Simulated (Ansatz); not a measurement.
Clean, relaxed (110) surface of Ti, space group Fm-3m (No. 225) (top face towards +c; atoms held fixed, by place in the list: 1, 2, 3):

```yaml
crystal:
  lattice:
    - [2.86791, 0.00000, 0.00000]
    - [0.00000, 4.05584, 0.00000]
    - [0.00000, 0.00000, 24.16978]
  atoms:
    - { symbol: Ti, position: [0.50000, 0.50000, 0.35168] }
    - { symbol: Ti, position: [0.00000, 0.00000, 0.41101] }
    - { symbol: Ti, position: [0.50000, 0.50000, 0.47034] }
    - { symbol: Ti, position: [0.00000, 0.00000, 0.52991] }
    - { symbol: Ti, position: [0.50000, 0.50000, 0.58851] }
    - { symbol: Ti, position: [0.00000, 0.00000, 0.64303] }
```

Theory: DFT PBEsol, scalar-relativistic, plane waves, PAW (Ansatz 0.2.0). Plane waves to 420 eV, a k mesh through Γ of 10×7×1 on the computed 6-atom cell and Gaussian smearing (0.10 eV); no spin polarisation. The cell repeats along c with a dipole correction in the vacuum.

CH is put at the bridge (Ti-Ti) at (0.00, 0.50) site, one adsorbate per 11.6 Å², and relaxed. E_ads counts from the clean slab and the free adsorbate (spin-polarised where it has unpaired electrons); negative means bound. Heights count from the highest slab atom after relaxation. Bonded neighbours lie within 1.25 times the sum of covalent radii (1.35 for H) and, on that scale, within 12 % of the closest. With the adsorbate the cell is lengthened along c to keep the vacuum.

(1) How strongly does it bind, and where does its anchoring atom end?

(2) How high does its anchoring atom sit over the highest slab atom, and what is the shortest contact with the surface?

(3) The clean face has a work function of 3.34 eV. How does the adsorbate change it?

(4) Does the adsorbate stay in one piece?

Each end is the local minimum or symmetric point that its start leads to. This isn't the usual crystal structure of Ti. The slab is only 7.2 Å thick, so the energies aren't converged with thickness.

The adsorbed runs have no spin polarisation, so weakly bound open-shell ends lie too high.

## Answers

(1) -7.59 eV; at (0.00, 0.50), 4 bonded neighbours (Ti).

(2) 0.49 Å; C–Ti 2.09 Å.

(3) By -0.27 eV.

(4) Yes.